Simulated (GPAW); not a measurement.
# InSe (R3m) in GPAW: single point with LDA

Aim: the single point of InSe with LDA.

All numbers are computed with GPAW 26.7.0; they aren't measurements. Logs are shortened: lines on timing, memory, paths and dates and some standing lists are left out, and cuts for length are marked. The log counts tension as positive stress, the text compression.

## 1. The structure

It takes space group R3m (No. 160, trigonal). The conventional cell has a = 4.000 Å, b = 4.000 Å, c = 25.320 Å, α = 90.00°, β = 90.00°, γ = 120.00°. In (site symmetry 3m) has 3 Se at 2.63 Å and 1 In at 2.82 Å as nearest neighbours. In (site symmetry 3m) is surrounded by 3 Se at 2.64 Å and 1 In at 2.82 Å. Se (site symmetry 3m) is surrounded by 3 In at 2.63 Å. Around Se (site symmetry 3m) lie 3 In at 2.64 Å.

## 2. Single point, LDA

run.py

```python
from ase.dft.bandgap import bandgap
from ase.io import read, write
from ase.units import GPa
from gpaw import GPAW, PW

atoms = read('POSCAR')

calc = GPAW(mode=PW(500),
            xc='LDA',
            kpts={'size': (6, 6, 6), 'gamma': True},
            occupations={'name': 'fermi-dirac', 'width': 0.05},
            nbands=32,
            convergence={'density': 1e-05, 'energy': 1e-05},
            maxiter=80,
            txt='gpaw.txt')
atoms.calc = calc
energy = atoms.get_potential_energy()
forces = atoms.get_forces()
stress = atoms.get_stress()
calc.write('gs.gpw')
write('result.traj', atoms)
print(f'Energy: {energy:.6f} eV')
print('Forces (eV/A):')
print(forces.round(4))
print('Stress (GPa):', (stress / GPa).round(3))
print('Fermi level:', round(calc.get_fermi_level(), 4), 'eV')
print(f'Gap: {bandgap(calc)[0]:.4f} eV, direct: {bandgap(calc, direct=True)[0]:.4f} eV')
```

POSCAR

```
InSe
1.0
    2.0000000000      1.1547005384      8.4400000000
   -2.0000000000      1.1547005384      8.4400000000
    0.0000000000     -2.3094010768      8.4400000000
In Se
2 2
Direct
    0.8886000000      0.8886000000      0.8886000000
    0.0000000000      0.0000000000      0.0000000000
    0.1719000000      0.1719000000      0.1719000000
    0.3835000000      0.3835000000      0.3835000000
```

Potentials or basis: the program's PAW data sets (release 1.2.1) made for this functional, pw.

Launch:

```bash
$ OMP_NUM_THREADS=1 python run.py
```

gpaw.txt:

```text
__  _  _
 | _ |_)|_||  |
 |__||  | ||/\| - 26.7.0

Input parameters:
  mode=PW(ecut=500.0),
  convergence={'density': 1e-05, 'energy': 1e-05},
  kpts=MonkhorstPack(size=(6, 6, 6), gamma=True),
  maxiter=80,
  nbands=32,
  occupations=Occupations(name='fermi-dirac', width=0.05),
  xc=XC(name='LDA')

Diagonalizing LCAO Hamiltonian
Converting LCAO to pw mode

       In

       Se

       Se

       In

Atoms  # Å, Bohr magnetons
|   | symbol |        x |         y |         z |    initial magnetic moments |
|---|--------|----------|-----------|-----------|-----------------------------|
| 0 |     In | 0.000000 | -0.000000 | 22.499352 | ( 0.0000,  0.0000,  0.0000) |
| 1 |     In | 0.000000 |  0.000000 |  0.000000 | ( 0.0000,  0.0000,  0.0000) |
| 2 |     Se | 0.000000 | -0.000000 |  4.352508 | ( 0.0000,  0.0000,  0.0000) |
| 3 |     Se | 0.000000 | -0.000000 |  9.710220 | ( 0.0000,  0.0000,  0.0000) |

Unit cell  # Å
| periodic |         x |         y |        z |  lengths |    angles |
|----------|-----------|-----------|----------|----------|-----------|
|      yes |  2.000000 |  1.154701 | 8.440000 | 8.750253 | 26.425182 |
|      yes | -2.000000 |  1.154701 | 8.440000 | 8.750253 | 26.425182 |
|      yes |  0.000000 | -2.309401 | 8.440000 | 8.750253 | 26.425182 |

Number of symmetries: 6
Symmetry operations  # r_c * U_cc + t_c -> r_c
|   | kind |            matrix            |
|---|------|------------------------------|
| 0 |  E   |  1, 0, 0,  0, 1, 0,  0, 0, 1 |
| 1 |  σ   |  1, 0, 0,  0, 0, 1,  0, 1, 0 |
| 2 |  σ   |  0, 1, 0,  1, 0, 0,  0, 0, 1 |
| 3 |  C3  |  0, 1, 0,  0, 0, 1,  1, 0, 0 |
| 4 |  C3  |  0, 0, 1,  1, 0, 0,  0, 1, 0 |
| 5 |  σ   |  0, 0, 1,  0, 1, 0,  1, 0, 0 |

BZ-sampling:
  Number of BZ points: 216
  Number of IBZ points: 32

  Monkhorst-Pack size: [6, 6, 6]
  Monkhorst-Pack shift: [0.08333333333333333, 0.08333333333333333, 0.08333333333333333]

K-points  # in reciprocal-cell coordinates
|     |                                coordinates |     weight |
|-----|--------------------------------------------|------------|
|   0 | (  0.00000000,   0.00000000,   0.00000000) | 0.00462963 |
|   1 | (  0.16666667,   0.00000000,  -0.16666667) | 0.02777778 |
|   2 | (  0.16666667,   0.00000000,   0.00000000) | 0.02777778 |
|   3 | (  0.16666667,   0.16666667,  -0.16666667) | 0.02777778 |
|   4 | (  0.16666667,   0.16666667,   0.00000000) | 0.02777778 |
|   5 | (  0.16666667,   0.16666667,   0.16666667) | 0.00925926 |
|   6 | (  0.33333333,  -0.16666667,  -0.16666667) | 0.02777778 |
|   7 | (  0.33333333,   0.00000000,  -0.33333333) | 0.02777778 |
|   8 | (  0.33333333,   0.00000000,  -0.16666667) | 0.05555556 |
|   9 | (  0.33333333,   0.00000000,   0.00000000) | 0.02777778 |
| ... |                                            |            |
|  31 | (  0.50000000,   0.50000000,   0.50000000) | 0.00462963 |

Plane wave coefficients: 3012
Cutoff: 500.0 eV

Spin-components: 1 (collinear spins)
Bands:           32
Projectors:      22
Spin-degeneracy: 2
Datatype:        complex128

Density:
  Valence electrons: 38.0
  Components: 1
  Grid points: [48 48 48]
  Charge: 0.0  # |e|

Potential:
  Grid points: [48 48 48]

species:
  In:
    name:    Indium
    Z:       49.0
    valence: 13
    core:    36
    charge:  0.0  # [|e|]
    compensation charges:
      type: gauss
      rc: 0.36  # [Å]
      lmax: 2
    cutoffs:
      filter: 2.09  # [Å]
      core: 2.48  # [Å]
    projectors
    | kind |    occ | energy [eV] | rcut [Å] |
    |------|--------|-------------|----------|
    |   5s |  2.000 |      -8.474 |    1.185 |
    |   5p |  1.000 |      -2.700 |    1.244 |
    |   4d | 10.000 |     -18.723 |    1.148 |
    |    s |        |      18.738 |    1.185 |
    |    p |        |      24.512 |    1.244 |
    |    d |        |       8.489 |    1.148 |

    Using partial waves for In as LCAO basis

  Se:
    name:    Selenium
    Z:       34.0
    valence: 6
    core:    28
    charge:  0.0  # [|e|]
    compensation charges:
      type: gauss
      rc: 0.27  # [Å]
      lmax: 2
    cutoffs:
      filter: 1.77  # [Å]
      core: 2.67  # [Å]
    projectors
    | kind |    occ | energy [eV] | rcut [Å] |
    |------|--------|-------------|----------|
    |   4s |  2.000 |     -17.472 |    0.847 |
    |   4p |  4.000 |      -6.656 |    1.005 |
    |    s |        |       9.739 |    0.847 |
    |    p |        |      20.555 |    1.005 |
    |    d |        |       0.000 |    0.847 |

    Using partial waves for Se as LCAO basis

Reference energy: -451702.928124  # eV

eigensolver:
  PPCG
  Converge bands: occupied
  niter=2

density mixing:
  MSR1-Mixer
  Pratt-step length: 0.05
  Maximum mixing coefficient: 0.75
  Old densities: 10
  SVD Regularization: 0.005
  Good broyden scale: 1.0
  Trust region scale: 1.0
  Backstep threshold: 4.0
  History deletion threshold: 6.0
  Fourier metric: weight=20.0, sigma=0.015

occupation numbers:
  Fermi-Dirac:
    width: 0.0500  # eV

poisson solver:
  ecut: 4000.0  # eV

xc functional:
  name: None

convergence criteria:
- Maximum integral of absolute [dens]ity change: 1e-05 electrons / valence electron
- Maximum [total energy] change in last 3 cyles: 1e-05 eV / valence electron
- Maximum integral of absolute [eigenst]ate change: 4e-08 eV^2 / valence electron
maximum number of iterations: 80

SCF iterations
|iter     | |      energy | eigst |  dens |
|---------|-|-------------|-------|-------|
|iter:   1| |  -17.484450 | -0.35 |       |
|iter:   2| |  -17.395857 | -2.22 | -1.25 |
|iter:   3| |  -17.126081 | -2.03 | -1.30 |
|iter:   4| |  -17.086926 | -3.03 | -1.70 |
|iter:   5| |  -17.085309 | -3.79 | -2.23 |
|iter:   6| |  -17.084328 | -4.45 | -2.55 |
|iter:   7| |  -17.084336 | -5.53 | -3.29 |
|iter:   8| |  -17.084337c| -6.82 | -3.95 |
|iter:   9| |  -17.084337c| -7.74c| -4.59 |
|iter:  10| |  -17.084337c| -7.92c| -4.87 |
|iter:  11| |  -17.084337c| -8.43c| -5.53c|

Converged in 11 steps
Energy contributions relative to reference atoms: (reference = -451702.928124)

Energy contributions:
  Kinetic:          37.828596
  Coulomb:         -36.064002
  Zero:              0.249434
  External:          0.000000
  Xc:              -19.098190
  Entropy:          -0.000348
  Spinorbit:         0.000000
  ----------------------------
  Free energy:     -17.084511
  Extrapolated:    -17.084337

dipole moment: (0.000000, -0.000000, -68.343429)  # |e|*Ang

Fermi level: 4.492
Eigenvalues  # (at kpt = [0.000, 0.000, 0.000])
| band index |      eig [eV] | occ [0-2] |
|------------|---------------|-----------|
|          0 |       -10.246 |     2.000 |
|        ... |               |           |
|         11 |        -8.809 |     2.000 |
|         12 |        -1.977 |     2.000 |
|         13 |         0.871 |     2.000 |
|         14 |         2.807 |     2.000 |
|         15 |         3.081 |     2.000 |
|         16 |         3.081 |     2.000 |
[... 8 lines left out ...]
|         25 |         9.758 |     0.000 |
|         26 |        11.779 |     0.000 |
|        ... |               |           |
|         31 |        14.192 |     0.000 |

Gap: 0.209 eV
Transition (v -> c):
  (s=0, k=31, n=18, [0.50, 0.50, 0.50]) -> (s=0, k=31, n=19, [0.50, 0.50, 0.50])
No difference between direct/indirect transitions

Forces  # eV/Ang
|        x |       y |        z |
|----------|---------|----------|
| -0.00000 | 0.00000 |  0.24821 |  # In   0
|  0.00000 | 0.00000 | -0.23106 |  # In   1
|  0.00000 | 0.00000 |  0.08429 |  # Se   2
|  0.00000 | 0.00000 | -0.10151 |  # Se   3

Stress tensor  # eV/Ang^3
|        x |        y |        z |
|----------|----------|----------|
| 0.010574 | 0.000000 | 0.000000 |
| 0.000000 | 0.010574 | 0.000000 |
| 0.000000 | 0.000000 | 0.018681 |

# Writing to gs.gpw (mode='')
```

stdout:

```text
<dir> UserWarning: The angles between your unit-cell vectors are 26.4, 26.4 and 26.4 degrees.  Results may be wrong!  Please Niggli-reduce your unit-cell so that the angles are closer to 90 degrees:

  from ase.build import niggli_reduce
  niggli_reduce(atoms)

  warnings.warn(
Energy: -17.084337 eV
Forces (eV/A):
[[-0.      0.      0.2482]
 [ 0.      0.     -0.2311]
 [ 0.      0.      0.0843]
 [ 0.      0.     -0.1015]]
Stress (GPa): [1.694 1.694 2.993 0.    0.    0.   ]
Fermi level: 4.4919 eV
Gap: 0.2090 eV, direct: 0.2090 eV
```

It took 3.1 min on 1 thread of Intel Xeon Platinum 8259CL at 2.50GHz (Skylake/Cascade Lake), shared host; peak memory 0.38 GiB.

Results:

```yaml
Free_energy: -17.0845 eV
Pressure: -2.1 GPa
Largest_force: 0.248 eV/Å
Band_gap_on_the_k_mesh: 0.21 eV, direct
```

Forces in eV/Å, atoms in the order of the input:
```
In   0.000  0.000  0.248
In   0.000  0.000 -0.231
Se   0.000  0.000  0.084
Se   0.000  0.000 -0.102
```

Stress tensor (GPa, compression positive):
```
-1.69  0.00  0.00
 0.00 -1.69  0.00
 0.00  0.00 -2.99
```

Caveat: the cutoff is short for stress and forces, so pressures can be off by a GPa or more; spin-orbit coupling is left out, which moves the levels of the heavy elements; the program warned that so skewed a cell can give wrong results. A k mesh can miss the band edges.
